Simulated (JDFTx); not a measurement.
# HgSe (F-43m) in JDFTx: further runs

The runs below take HgSe through single point, with PBE, BLYP.

All numbers are computed with JDFTx 1.7.0 (patched build); they aren't measurements. Logs are shortened: lines on timing, memory, paths and dates and some standing lists are left out, and cuts for length are marked. The log counts tension as positive stress, the text compression.

### 1 The structure

The structure is cubic, space group F-43m (No. 216). Conventional cell: a = 6.078 Å, b = 6.078 Å, c = 6.078 Å, α = 90.00°, β = 90.00°, γ = 90.00°. Hg (site symmetry -43m) is surrounded by 4 Se at 2.63 Å. Se (site symmetry -43m) is surrounded by 4 Hg at 2.63 Å.

### 2 Single point, PBE, spin-orbit coupling, no magnetisation

HgSe.in reads:

```
lattice \
    0.0000000000     5.7428776927     5.7428776927 \
    5.7428776927     0.0000000000     5.7428776927 \
    5.7428776927     5.7428776927     0.0000000000
coords-type Lattice
ion Hg     0.0000000000     0.0000000000     0.0000000000 1
ion Se     0.7500000000     0.7500000000     0.7500000000 1

ion-species pseudo/Hg.upf
ion-species pseudo/Se.upf
elec-cutoff 44 352
elec-ex-corr gga-PBE
kpoint-folding 3 3 3
elec-smearing Fermi 0.0018374661
elec-n-bands 52
spintype spin-orbit
electronic-SCF nIterations 100 energyDiffThreshold 1e-08
electronic-minimize nIterations 30 energyDiffThreshold 1e-7
converge-empty-states yes
forces-output-coords Cartesian

dump-name run.$VAR
dump End Ecomponents EigStats BandEigs Kpoints Forces Stress ElecDensity Dtot
```

Potentials or basis: PseudoDojo-FR-PBE-0.4-standard.

Started as:

```console
$ jdftx -c 1 -i HgSe.in -o HgSe.out
```

The log of the run:

```text
*************** JDFTx 1.7.0 (patched build) ***************

Input parsed successfully to the following command list (including defaults):
[... the input with its defaults ...]

---------- Setting up symmetries ----------

Found 48 point-group symmetries of the bravais lattice
Found 24 space-group symmetries with basis
Applied RMS atom displacement 0 bohrs to make symmetries exact.

---------- Initializing the Grid ----------
R =
[            0      5.74288      5.74288  ]
[      5.74288            0      5.74288  ]
[      5.74288      5.74288            0  ]
unit cell volume = 378.808
G =
[  -0.547042   0.547042   0.547042  ]
[   0.547042  -0.547042   0.547042  ]
[   0.547042   0.547042  -0.547042  ]
Minimum fftbox size, Smin = [  72  72  72  ]
Chosen fftbox size, S = [  72  72  72  ]

---------- Initializing tighter grid for wavefunction operations ----------
R =
[            0      5.74288      5.74288  ]
[      5.74288            0      5.74288  ]
[      5.74288      5.74288            0  ]
unit cell volume = 378.808
G =
[  -0.547042   0.547042   0.547042  ]
[   0.547042  -0.547042   0.547042  ]
[   0.547042   0.547042  -0.547042  ]
Minimum fftbox size, Smin = [  52  52  52  ]
Chosen fftbox size, S = [  54  54  54  ]

---------- Exchange Correlation functional ----------
Initalized PBE GGA exchange.
Initalized PBE GGA correlation.

---------- Setting up pseudopotentials ----------
Width of ionic core gaussian charges (only for fluid interactions / plotting) set to 0

Reading pseudopotential file 'pseudo/Hg.upf':
  'Hg' pseudopotential, 'PBE' functional
  Generated using ONCVPSP code by D. R. Hamann
  20 valence electrons, 6 orbitals, 12 projectors, 1001 radial grid points, with lMax = 3
    5S    l: 0   occupation:  2.0   eigenvalue: -4.332157
    5P    l: 1   occupation:  4.0   eigenvalue: -2.264053
    5P    l: 1   occupation:  2.0   eigenvalue: -2.935356
    5D    l: 2   occupation:  6.0   eigenvalue: -0.336635
    5D    l: 2   occupation:  4.0   eigenvalue: -0.404060
    6S    l: 0   occupation:  2.0   eigenvalue: -0.250968
  Core radius for overlap checks: 1.57 bohrs.

Reading pseudopotential file 'pseudo/Se.upf':
  'Se' pseudopotential, 'PBE' functional
  Generated using ONCVPSP code by D. R. Hamann
  16 valence electrons, 5 orbitals, 10 projectors, 1001 radial grid points, with lMax = 2
    3D    l: 2   occupation:  6.0   eigenvalue: -1.938329
    3D    l: 2   occupation:  4.0   eigenvalue: -1.971201
    4S    l: 0   occupation:  2.0   eigenvalue: -0.635120
    4P    l: 1   occupation:  2.7   eigenvalue: -0.234806
    4P    l: 1   occupation:  1.3   eigenvalue: -0.248593
  Core radius for overlap checks: 1.83 bohrs.

Initialized 2 species with 2 total atoms.

Folded 1 k-points by 3x3x3 to 27 k-points.

---------- Setting up k-points, bands, fillings ----------
Adding inversion symmetry to k-mesh for non-inversion-symmetric unit cell.
Reduced to 4 k-points under symmetry.
Computing the number of bands and number of electrons
Calculating initial fillings.
nElectrons:  36.000000   nBands: 52   nStates: 4

----- Setting up reduced wavefunction bases (one per k-point) -----
average nbasis = 5276.407 , ideal nbasis = 5280.703

---------- Setting up ewald sum ----------
Optimum gaussian width for ewald sums = 2.608316 bohr.
Real space sum over 1331 unit cells with max indices [  5  5  5  ]
Reciprocal space sum over 2197 terms with max indices [  6  6  6  ]

---------- Allocating electronic variables ----------
Initializing wave functions:  linear combination of atomic orbitals
Note: number of bands (52) exceeds available atomic orbitals (38)
Hg pseudo-atom occupations:   s ( 2 2 )  p- ( 2 )  p+ ( 4 )  d- ( 4 )  d+ ( 6 )
Se pseudo-atom occupations:   s ( 2 )  p- ( 2 )  p+ ( 2 )  d- ( 4 )  d+ ( 6 )
	FillingsUpdate:  mu: +0.384717989  nElectrons: 36.000000
LCAOMinimize: Iter:   0  F: -267.5427555821423198  |grad|_K:  2.560e-03  alpha:  1.000e+00
	FillingsUpdate:  mu: +0.360635502  nElectrons: 36.000000
LCAOMinimize: Iter:   1  F: -267.5619945449458896  |grad|_K:  7.371e-05  alpha:  5.578e-01  linmin:  9.574e-02  cgtest: -4.154e-01
	FillingsUpdate:  mu: +0.360093899  nElectrons: 36.000000
[... 4 lines of inner loops ...]
LCAOMinimize: Iter:   4  F: -267.5620172940492125  |grad|_K:  3.764e-07  alpha:  8.841e-01  linmin: -6.712e-04  cgtest:  2.722e-03
	FillingsUpdate:  mu: +0.360419483  nElectrons: 36.000000
LCAOMinimize: Iter:   5  F: -267.5620172947000128  |grad|_K:  2.649e-08  alpha:  8.486e-01  linmin: -1.938e-04  cgtest: -6.020e-03
LCAOMinimize: Converged (|Delta F|<1.000000e-06 for 2 iters).

-------- Electronic minimization -----------
Will mix electronic density at each iteration.
	FillingsUpdate:  mu: +0.360419483  nElectrons: 36.000000
	FillingsUpdate:  mu: +0.355422711  nElectrons: 36.000000
SCF: Cycle:  0   F: -267.628041312400114   dF: -6.602e-02   |Residual|: 7.616e-02   |deigs|: 1.087e-01
	FillingsUpdate:  mu: +0.345034681  nElectrons: 36.000000
SCF: Cycle:  1   F: -267.637137918225960   dF: -9.097e-03   |Residual|: 3.052e-02   |deigs|: 1.944e-02
	FillingsUpdate:  mu: +0.340744397  nElectrons: 36.000000
SCF: Cycle:  2   F: -267.637862165517561   dF: -7.242e-04   |Residual|: 7.687e-03   |deigs|: 7.424e-03
	FillingsUpdate:  mu: +0.341143552  nElectrons: 36.000000
SCF: Cycle:  3   F: -267.637870592099375   dF: -8.427e-06   |Residual|: 2.666e-03   |deigs|: 5.340e-04
	FillingsUpdate:  mu: +0.341598930  nElectrons: 36.000000
SCF: Cycle:  4   F: -267.637873986963257   dF: -3.395e-06   |Residual|: 6.475e-04   |deigs|: 6.547e-04
	FillingsUpdate:  mu: +0.341645699  nElectrons: 36.000000
SCF: Cycle:  5   F: -267.637874464467416   dF: -4.775e-07   |Residual|: 2.813e-04   |deigs|: 7.719e-05
	FillingsUpdate:  mu: +0.341701603  nElectrons: 36.000000
SCF: Cycle:  6   F: -267.637874654545840   dF: -1.901e-07   |Residual|: 6.934e-05   |deigs|: 1.361e-04
	FillingsUpdate:  mu: +0.341694540  nElectrons: 36.000000
SCF: Cycle:  7   F: -267.637874691939373   dF: -3.739e-08   |Residual|: 2.616e-05   |deigs|: 5.622e-05
	FillingsUpdate:  mu: +0.341696425  nElectrons: 36.000000
SCF: Cycle:  8   F: -267.637874707722290   dF: -1.578e-08   |Residual|: 1.297e-05   |deigs|: 7.707e-05
	FillingsUpdate:  mu: +0.341696313  nElectrons: 36.000000
SCF: Cycle:  9   F: -267.637874712528514   dF: -4.806e-09   |Residual|: 8.348e-06   |deigs|: 2.480e-05
	FillingsUpdate:  mu: +0.341695224  nElectrons: 36.000000
SCF: Cycle: 10   F: -267.637874714858071   dF: -2.330e-09   |Residual|: 2.320e-06   |deigs|: 2.526e-05
SCF: Converged (|Delta E|<1.000000e-08 for 2 iters).

Setting wave functions to eigenvectors of Hamiltonian
Converging empty states (this may take a while): |deigs|: 7.491e-05

# Stress tensor in Cartesian coordinates [Eh/a0^3]:
[ -0.000179814            0            0  ]
[            0 -0.000179814            0  ]
[            0            0 -0.000179814  ]

# Ionic positions in lattice coordinates:
ion Hg   0.000000000000000   0.000000000000000   0.000000000000000 1
ion Se   0.750000000000000   0.750000000000000   0.750000000000000 1

# Forces in Cartesian coordinates:
force Hg  -0.000000000000000  -0.000000000000000   0.000000000000000 1
force Se   0.000000000000000   0.000000000000000  -0.000000000000000 1

# Energy components:
   Eewald =     -153.2728333180484981
       EH =       88.3617555432592212
     Eloc =     -250.2892633566023903
      Enl =      -47.1880335535102162
      Exc =      -51.9021687578646151
 Exc_core =       20.4435388227715045
       KE =      126.2093253954058980
-------------------------------------
     Etot =     -267.6376792245890783
       TS =        0.0001954902689761
-------------------------------------
        F =     -267.6378747148580715

IonicMinimize: Iter:   0  F: -267.637874714858071  |grad|_K:  1.737e-35
IonicMinimize: Converged (|grad|_K<1.000000e-04).

#--- Lowdin population analysis ---
# oxidation-state Hg +1.071
# oxidation-state Se -0.855

Dumping 'run.eigStats' ...
	eMin: -3.866556 at state 0 ( [ +0.000000 +0.000000 +0.000000 ] spin 0 )
	HOMO: +0.341663 at state 0 ( [ +0.000000 +0.000000 +0.000000 ] spin 0 )
	mu  : +0.341695
	LUMO: +0.378494 at state 1 ( [ +0.000000 +0.000000 +0.333333 ] spin 0 )
	eMax: +0.880764 at state 2 ( [ +0.000000 +0.333333 +0.333333 ] spin 0 )
	HOMO-LUMO gap: +0.036831
	Optical gap  : +0.062304 at state 1 ( [ +0.000000 +0.000000 +0.333333 ] spin 0 )
Done!
[note: the HOMO, LUMO and gaps printed at the end count levels as full or empty at half filling, so they show a gap where a level is partly filled]
[note: the Lowdin charges miss the electrons that lie outside the files' atomic orbitals]
```

It took 2.9 min on 1 thread of Intel Xeon Platinum 8259CL at 2.50GHz (Skylake/Cascade Lake), shared host; peak memory 0.21 GiB.

The run converged, but some of its settings lie outside the range that counts as converged, so its numbers aren't taken as properties of the crystal.

What came out:

```
Free energy            : -7282.7976 eV
Pressure               : 5.3 GPa
Band gap on the k mesh : none (metal or under the smearing width)
```

Caveat: the k mesh is coarse (spacing up to 0.60 Å⁻¹), so the values aren't converged.

### 3 Single point, BLYP

HgSe.in reads:

```
lattice \
    0.0000000000     5.7428776927     5.7428776927 \
    5.7428776927     0.0000000000     5.7428776927 \
    5.7428776927     5.7428776927     0.0000000000
coords-type Cartesian
ion Hg     0.0000000000     0.0000000000     0.0000000000 1
ion Se     8.6143165391     8.6143165391     8.6143165391 1

ion-species pseudo/Hg.upf
ion-species pseudo/Se.upf
elec-cutoff 43 344
elec-ex-corr gga-x-b88 gga-c-lyp
kpoint-folding 8 8 8
elec-smearing Fermi 0.0018374661
elec-n-bands 25
electronic-SCF nIterations 100 energyDiffThreshold 1e-09
electronic-minimize nIterations 30 energyDiffThreshold 1e-7
converge-empty-states yes
forces-output-coords Cartesian

dump-name run.$VAR
dump End Ecomponents EigStats BandEigs Kpoints Forces Stress ElecDensity
```

Potentials or basis: PseudoDojo-SR-PBE-0.5-standard with smoothed tails.

Started as:

```console
$ jdftx -c 1 -i HgSe.in -o HgSe.out
```

The log of the run:

```text
*************** JDFTx 1.7.0 (patched build) ***************

Input parsed successfully to the following command list (including defaults):
[... the input with its defaults ...]

---------- Setting up symmetries ----------

Found 48 point-group symmetries of the bravais lattice
Found 24 space-group symmetries with basis
Applied RMS atom displacement 4.3303e-11 bohrs to make symmetries exact.

---------- Initializing the Grid ----------
R =
[            0      5.74288      5.74288  ]
[      5.74288            0      5.74288  ]
[      5.74288      5.74288            0  ]
unit cell volume = 378.808
G =
[  -0.547042   0.547042   0.547042  ]
[   0.547042  -0.547042   0.547042  ]
[   0.547042   0.547042  -0.547042  ]
Minimum fftbox size, Smin = [  68  68  68  ]
Chosen fftbox size, S = [  70  70  70  ]

---------- Initializing tighter grid for wavefunction operations ----------
R =
[            0      5.74288      5.74288  ]
[      5.74288            0      5.74288  ]
[      5.74288      5.74288            0  ]
unit cell volume = 378.808
G =
[  -0.547042   0.547042   0.547042  ]
[   0.547042  -0.547042   0.547042  ]
[   0.547042   0.547042  -0.547042  ]
Minimum fftbox size, Smin = [  48  48  48  ]
Chosen fftbox size, S = [  48  48  48  ]

---------- Exchange Correlation functional ----------
[... 76 lines left out ...]
SCF: Cycle:  6   F: -267.223372333693703   dF: -9.533e-08   |Residual|: 7.049e-05   |deigs|: 9.735e-05
	FillingsUpdate:  mu: +0.350555485  nElectrons: 36.000000
SCF: Cycle:  7   F: -267.223372368250466   dF: -3.456e-08   |Residual|: 2.978e-05   |deigs|: 7.167e-05
	FillingsUpdate:  mu: +0.350555575  nElectrons: 36.000000
SCF: Cycle:  8   F: -267.223372381761351   dF: -1.351e-08   |Residual|: 1.383e-05   |deigs|: 4.463e-05
	FillingsUpdate:  mu: +0.350556867  nElectrons: 36.000000
SCF: Cycle:  9   F: -267.223372386488052   dF: -4.727e-09   |Residual|: 7.024e-06   |deigs|: 1.429e-04
	FillingsUpdate:  mu: +0.350555901  nElectrons: 36.000000
SCF: Cycle: 10   F: -267.223372388653900   dF: -2.166e-09   |Residual|: 2.411e-06   |deigs|: 6.023e-05
	FillingsUpdate:  mu: +0.350555968  nElectrons: 36.000000
SCF: Cycle: 11   F: -267.223372389371264   dF: -7.174e-10   |Residual|: 2.278e-06   |deigs|: 2.157e-05
	FillingsUpdate:  mu: +0.350556008  nElectrons: 36.000000
SCF: Cycle: 12   F: -267.223372389735573   dF: -3.643e-10   |Residual|: 2.007e-06   |deigs|: 1.535e-05
SCF: Converged (|Delta E|<1.000000e-09 for 2 iters).

Setting wave functions to eigenvectors of Hamiltonian
Converging empty states (this may take a while): |deigs|: 1.144e-04

# Stress tensor in Cartesian coordinates [Eh/a0^3]:
[ -0.000276619            0            0  ]
[            0 -0.000276619            0  ]
[            0            0 -0.000276619  ]

# Ionic positions in cartesian coordinates:
ion Hg   0.000000000025001   0.000000000025001   0.000000000025001 1
ion Se   8.614316539074999   8.614316539075000   8.614316539075000 1

# Forces in Cartesian coordinates:
force Hg  -0.000000000000000   0.000000000000000   0.000000000000000 1
force Se   0.000000000000000  -0.000000000000000  -0.000000000000000 1

# Energy components:
   Eewald =     -153.2728333180484981
       EH =       88.4326054705232991
     Eloc =     -250.3421783366736975
      Enl =      -46.7776793144896814
      Exc =      -51.4904136881547672
 Exc_core =       20.3061341582088239
       KE =      125.9210150598484290
-------------------------------------
     Etot =     -267.2233499687861240
       TS =        0.0000224209494502
-------------------------------------
        F =     -267.2233723897355731

IonicMinimize: Iter:   0  F: -267.223372389735573  |grad|_K:  7.416e-36
IonicMinimize: Converged (|grad|_K<1.000000e-04).

#--- Lowdin population analysis ---
# oxidation-state Hg +1.055
# oxidation-state Se -0.857

Dumping 'run.eigStats' ...
	eMin: -3.867476 at state 0 ( [ +0.000000 +0.000000 +0.000000 ] spin 0 )
	HOMO: +0.348492 at state 0 ( [ +0.000000 +0.000000 +0.000000 ] spin 0 )
	mu  : +0.350556
	LUMO: +0.370027 at state 1 ( [ +0.000000 +0.000000 +0.125000 ] spin 0 )
	eMax: +0.866068 at state 17 ( [ +0.000000 +0.375000 +0.375000 ] spin 0 )
	HOMO-LUMO gap: +0.021535
	Optical gap  : +0.027268 at state 1 ( [ +0.000000 +0.000000 +0.125000 ] spin 0 )
Done!
[note: the HOMO, LUMO and gaps printed at the end count levels as full or empty at half filling, so they show a gap where a level is partly filled]
```

Wall time 3.3 min (1 thread of Arm Neoverse V1, shared host); peak memory 0.22 GiB.

What came out:

* Free energy: -7271.5184 eV
* Pressure: 8.1 GPa
* Band gap on the k mesh: none (metal or under the smearing width)
* Loewdin charges: Hg +1.05; Se -0.86 e

Levels at points of the mesh, in eV from the Fermi level:
```tsv
k point	band 15	band 16	band 17	band 18	band 19	band 20	band 21	band 22
(0.00, 0.00, 0.00)	-6.46	-1.06	-0.06	-0.06	-0.06	5.52	5.52	5.52
(0.00, 0.00, 0.50)	-6.15	-5.54	-1.02	-1.02	1.05	6.29	6.29	6.99
(0.00, 0.50, 0.50)	-6.10	-5.13	-2.33	-2.33	2.73	3.06	8.49	9.79
```

Caveat: the atomic charges don't sum to the cell's charge; the potentials were made for another functional, which shifts forces and pressure.
